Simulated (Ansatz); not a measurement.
Magnetic states of iron, omega (AlB2-type)

Theory: DFT, RPBE, plane waves (420 eV) with PAW, scalar-relativistic (Ansatz 0.2.0). The PAW files were generated under PBE, with cores re-solved for the functional.

Each start was relaxed and then solved on a dense mesh, with Fermi-Dirac smearing of 0.05 eV (0.1 eV in a metal without spin) extrapolated to zero. Rows within 2 meV/atom of each other tie.

(1) Where does each start end, and how do the energies compare? Starts: ferromagnetic; non-magnetic.

Results:

(1) 
```tsv
start	ends	ΔE (meV/atom)	V (Å³/atom)
ferromagnetic	ferromagnetic, net 2.61 μB per atom	0.0	12.55
non-magnetic	spin not included	150.4	10.65
```
